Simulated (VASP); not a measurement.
**VASP 6.6.1 run: CdTe**

INCAR

```
ISIF = 2
NSW = 0
NELM = 89
ISMEAR = -1
GGA = PE
LCHARG = .FALSE.
EDIFF = 1E-7
LWAVE = .FALSE.
PREC = Accurate
NBANDS = 16
LASPH = .TRUE.
ENCUT = 520
LREAL = .FALSE.
IBRION = -1
BMIX = 0.5
SIGMA = 0.3
```

KPOINTS

```
KPOINTS created by Atomic Simulation Environment
0
Gamma
6 6 6
0 0 0
```

POSCAR

```
Cd Te
 1.0000000000000000
     0.0000000000000000    3.2799551162000000    3.3783537696999999
     3.2799551162000000    0.0000000000000000    3.3783537696999999
     3.2799551162000000    3.2799551162000000    0.0000000000000000
 Cd  Te
   1   1
Cartesian
  0.0000000000000000  0.0000000000000000  0.0000000000000000
  1.6399775581000000  1.6399775581000000  1.6891768848500004
```

The recommended PBE PAW datasets give the neutral cell 18 valence electrons.

Command

```
mpirun -np 1 vasp_std
```

OSZICAR

```
N       E                     dE             d eps       ncg     rms          rms(c)
DAV:   1     0.964793365759E+02    0.96479E+02   -0.82694E+03   984   0.966E+02
DAV:   2    -0.141446969885E+01   -0.97894E+02   -0.93153E+02  1144   0.230E+02
DAV:   3    -0.501516872150E+01   -0.36007E+01   -0.35919E+01  1152   0.453E+01
DAV:   4    -0.504963744064E+01   -0.34469E-01   -0.34467E-01  1504   0.388E+00
DAV:   5    -0.504972171491E+01   -0.84274E-04   -0.84274E-04  1248   0.182E-01    0.495E+00
DAV:   6    -0.481664288448E+01    0.23308E+00   -0.53292E-01  1112   0.818E+00    0.439E+00
DAV:   7    -0.481600931293E+01    0.63357E-03   -0.75024E-02  1080   0.204E+00    0.190E+00
DAV:   8    -0.481635487479E+01   -0.34556E-03   -0.34009E-03  1208   0.625E-01    0.482E-01
DAV:   9    -0.481659766179E+01   -0.24279E-03   -0.55684E-04  1184   0.204E-01    0.520E-02
DAV:  10    -0.481661576824E+01   -0.18106E-04   -0.33527E-05  1272   0.481E-02    0.360E-02
DAV:  11    -0.481662908339E+01   -0.13315E-04   -0.17363E-05  1088   0.276E-02    0.658E-03
DAV:  12    -0.481662917776E+01   -0.94372E-07   -0.10740E-06  1312   0.953E-03    0.347E-03
DAV:  13    -0.481662900782E+01    0.16994E-06   -0.76522E-08  1000   0.235E-03    0.241E-03
DAV:  14    -0.481662899928E+01    0.85322E-08   -0.37190E-08   896   0.120E-03
   1 F= -.48166290E+01 E0= -.47943224E+01  d E =-.446132E-01
```

From OUTCAR

```
k-points           NKPTS =     30   k-points in BZ     NKDIM =     30   number of bands    NBANDS=     16

   NELECT =      18.0000    total number of electrons

   dimension x,y,z NGX =    36 NGY =   36 NGZ =   36
   dimension x,y,z NGXF=    72 NGYF=   72 NGZF=   72

  energy-cutoff  :      520.00
  volume of cell :       72.69
      direct lattice vectors                 reciprocal lattice vectors
     0.000000000  3.279955116  3.378353770    -0.152441110  0.152441110  0.148001078
     3.279955116  0.000000000  3.378353770     0.152441110 -0.152441110  0.148001078
     3.279955116  3.279955116  0.000000000     0.152441110  0.152441110 -0.148001078

 k-points in reciprocal lattice and weights: KPOINTS created by Atomic Simulation Env
   0.00000000  0.00000000  0.00000000       0.005
   0.16666667  0.00000000  0.00000000       0.037
   0.33333333  0.00000000  0.00000000       0.037
   0.50000000  0.00000000  0.00000000       0.019
   0.16666667  0.16666667  0.00000000       0.009
   0.33333333  0.16666667  0.00000000       0.037
   0.50000000  0.16666667  0.00000000       0.037
  -0.33333333  0.16666667  0.00000000       0.037
   ...

 E-fermi :   2.5895

 k-point     1 :       0.0000    0.0000    0.0000
  band No.  band energies     occupation
      1      -9.0492      2.00000
      2      -6.3101      2.00000
      3      -6.3031      2.00000
      4      -6.3031      2.00000
      5      -6.0918      2.00000
      6      -6.0896      2.00000
      7       1.7043      1.90059
      8       1.7999      1.86578
      9       1.7999      1.86578
     10       2.3412      1.39167
     11       6.4132      0.00001
     12       6.4132      0.00001
     13       6.4235      0.00001
     14       9.1412      0.00000
     15      10.7986      0.00000
     16      11.2095      0.00000

 k-point     2 :       0.1667    0.0000    0.0000
  band No.  band energies     occupation
      1      -8.9640      2.00000
      2      -6.2927      2.00000
      3      -6.2877      2.00000
      4      -6.2291      2.00000
      5      -6.0916      2.00000
      6      -6.0912      2.00000
      7       0.1126      1.99948
      8       1.5284      1.94345
      9       1.6125      1.92582
     10       3.4652      0.10244
     11       6.4460      0.00001
     12       6.7339      0.00000
     13       6.7361      0.00000
     14      10.0061      0.00000
     15      10.2183      0.00000
     16      10.3232      0.00000

 k-point     3 :       0.3333    0.0000    0.0000
  band No.  band energies     occupation
      1      -8.7942      2.00000
      2      -6.2667      2.00000
      3      -6.2608      2.00000
      4      -6.0898      2.00000
      5      -6.0875      2.00000
      6      -5.9875      2.00000
      7      -1.5553      2.00000
      8       1.1746      1.98226
      9       1.2942      1.97369
     10       3.6101      0.06447
     11       6.9373      0.00000
     12       7.0628      0.00000
     13       7.8589      0.00000
     14       9.8289      0.00000
     15      10.5726      0.00000
     16      10.6033      0.00000

 ...

  Total        0.1278401      0.1278401     -0.0917803      0.0000000      0.0000000      0.0000000
  in kB        2.8177787      2.8177787     -2.0229675      0.0000000      0.0000000      0.0000000
  external PRESSURE =       1.2041967 kB  Pullay stress =       0.0000000 kB

 POSITION                                       TOTAL-FORCE (eV/Angst)
 -----------------------------------------------------------------------------------
      0.00000      0.00000      0.00000         0.000000      0.000000     -0.000000
      1.63998      1.63998      1.68918        -0.000000     -0.000000      0.000000
 -----------------------------------------------------------------------------------
    total drift:                               -0.000001     -0.000001     -0.000000

  FREE ENERGIE OF THE ION-ELECTRON SYSTEM (eV)
  ---------------------------------------------------
  free  energy   TOTEN  =        -4.8166289993 eV

  energy  without entropy=       -4.7720158145  energy(sigma->0) =       -4.79432241
```

It converged. Results: gap between bands v and c on the k mesh 0.54 eV; least direct gap on the k mesh 0.54 eV; pressure 0.1 GPa. Band v is the last that the valence electrons fill when counted band by band, and c is the next.

These settings aren't sound, so the numbers aren't properties of the crystal.

On sound settings PBE gives a gap of 0.54 eV on its mesh and a pressure of 0.0 GPa for the intended cell.

The run took about 31 s on one core of a shared host (Intel Xeon Platinum 8488C) and held 0.21 GiB at most.
